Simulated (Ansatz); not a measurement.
# CaO: rattling a relaxed structure

The cell was found from a structure generator's guess, not taken from experiment.

Theory: DFT PBE, scalar-relativistic, plane waves, PAW (Ansatz 0.2.0). Settings: cutoff 420 eV, Γ-centred mesh 12×12×8 on the computed 2-atom cell, Gaussian smearing of 0.02 eV; no spin polarisation.

The cell below (2 atoms, space group P-6m2 (No. 187)) is relaxed within its symmetry.

```cif
data_structure
_symmetry_space_group_name_H-M 'P 1'
_symmetry_Int_Tables_number 1
_cell_length_a 3.3005
_cell_length_b 3.3005
_cell_length_c 2.9987
_cell_angle_alpha 90.000
_cell_angle_beta 90.000
_cell_angle_gamma 120.000
_cell_volume 28.29
loop_
_atom_site_label
_atom_site_type_symbol
_atom_site_fract_x
_atom_site_fract_y
_atom_site_fract_z
_atom_site_occupancy
Ca1 Ca 0.33333 0.66667 0.50000 1
O1 O 0.66667 0.33333 0.00000 1
```

For the test a repeat of it with 8 atoms (edges 3.00, 6.60, 6.60 Å) was strained at random (σ = 1.5 % a component), the atoms were moved at random (σ = 0.10 Å), and all was relaxed again on a coarse 4×3×3 mesh (in the run’s order of axes) with 0.10 eV smearing, with no symmetry imposed.

Problem. Is the structure stable against such a distortion?

Solution. It returns, within 1 meV/atom of the unmoved cell on that mesh and with the same symmetry when read at 0.1 Å (Cm at 0.01 Å, so small strains and shifts remain). No instability shows in this cell; modes of other wave vectors, which need another repeat, aren't tested.
